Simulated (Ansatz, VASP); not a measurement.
# One calculation of SiO2, two programs

```
Si O
1.0
     4.41911    0.00000    0.00000
     0.00000    4.41911    0.00000
     0.00000    0.00000    2.72924
Si O
2 4
Cartesian
  2.2096 2.2096 1.3646
  0.0000 0.0000 0.0000
  3.0687 3.0687 0.0000
  0.8592 3.5599 1.3646
  1.3504 1.3504 0.0000
  3.5599 0.8592 1.3646
```

Alike in both runs: task single point; functional LDA; k mesh 6 × 6 × 10; occupations gaussian, width 0.05 eV; no spin polarisation.

```csv
,VASP,Ansatz
version,VASP 6.6.1,Ansatz 0.2.0
potentials or method,"VASP PAW LDA potentials, release 64 (Si, O)","scalar-relativistic, plane waves, PAW"
plane-wave cutoff (eV),520,520
valence electrons in the cell,32,32
```

```tsv
	VASP	Ansatz	Ansatz less VASP
gap on the k mesh at the Fermi level (eV)	3.43	3.44	+0.006
least direct gap on the mesh (eV)	3.43	3.44	+0.006
rms of the force components (eV/Å)	0.546	0.565	+0.0195
```

Atom by atom the forces differ by 0.020 eV/Å (rms over components). Ansatz warned: «pseudo_functional_mismatch».

Caveats: forces of over 1 eV/Å show positions far from the minimum, so gaps and moduli don't describe the material at rest. A k mesh can miss the band edges.
